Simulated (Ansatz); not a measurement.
# Heated and quenched cell B32N32

Ansatz, PAW, plane waves. PBEsol relaxation at the Γ point alone; single points on the relaxed atoms at the Γ point alone. No spin–orbit coupling unless named.

Relaxed structure:

```
B N
1.0
     7.78852    0.00000    0.00000
     0.00000    7.78852    0.00000
     0.00000    0.00000    7.78852
B N
32 32
Direct
  0.93357 0.02228 0.90522
  0.73681 0.86051 0.68845
  0.26354 0.18444 0.21656
  0.01329 0.58544 0.64019
  0.77964 0.05045 0.13538
  0.66991 0.97835 0.41430
  0.44834 0.51182 0.30584
  0.30409 0.69748 0.54357
  0.42712 0.32510 0.01650
  0.25903 0.38003 0.55384
  0.30586 0.04210 0.95543
  0.29922 0.84832 0.25014
  0.58662 0.18280 0.25278
  0.99578 0.30483 0.72019
  0.60457 0.78372 0.93217
  0.61283 0.79150 0.14790
  0.00114 0.20152 0.41369
  0.10422 0.85502 0.74610
  0.13653 0.57298 0.29476
  0.45282 0.23187 0.71640
  0.76955 0.65346 0.41770
  0.42195 0.81656 0.80114
  0.75437 0.50777 0.21677
  0.56263 0.51796 0.78095
  0.01744 0.37042 0.13144
  0.26766 0.53870 0.82410
  0.94598 0.79638 0.16700
  0.87396 0.66509 0.79332
  0.67973 0.32742 0.51604
  0.25149 0.04904 0.52301
  0.39302 0.66550 0.01196
  0.10693 0.85971 0.44407
  0.92615 0.95819 0.08095
  0.06762 0.04230 0.48407
  0.10119 0.76214 0.27385
  0.91773 0.87016 0.78529
  0.82773 0.37560 0.12041
  0.63898 0.15839 0.43740
  0.44043 0.48977 0.93578
  0.39554 0.65054 0.70298
  0.42151 0.30400 0.20834
  0.29034 0.52684 0.42482
  0.63378 0.96887 0.22519
  0.32196 0.87898 0.44593
  0.73288 0.22334 0.13021
  0.14410 0.43497 0.69898
  0.78956 0.69299 0.21457
  0.58990 0.91496 0.78746
  0.33157 0.20742 0.56783
  0.39708 0.19225 0.89568
  0.43550 0.69589 0.19881
  0.18108 0.63055 0.97510
  0.14307 0.50511 0.11037
  0.89535 0.34002 0.52338
  0.63703 0.48966 0.37279
  0.70343 0.63580 0.84047
  0.11968 0.73895 0.59855
  0.96724 0.18776 0.84517
  0.08908 0.25257 0.26125
  0.25590 0.92306 0.81856
  0.93590 0.52468 0.47119
  0.58583 0.35873 0.68122
  0.73390 0.82545 0.50420
  0.28936 0.01337 0.14181
```

What are the mean bond lengths by pair (pairs within 1.2 times the sum of covalent radii, less contacts 15 % beyond the pair's median; cation–cation pairs of compounds aside; long ionic contacts are cut short by that bound)?

B–B 1.843 ± 0.120 Å (standard deviation, 6 bonds); B–N 1.528 ± 0.084 Å (standard deviation, 101 bonds); N–N 1.465 ± 0.052 Å (standard deviation, 3 bonds).

What gap lies between the top filled and the lowest empty level in the single points?

HSE06 2.68 eV (6.5 s on NVIDIA GB300).
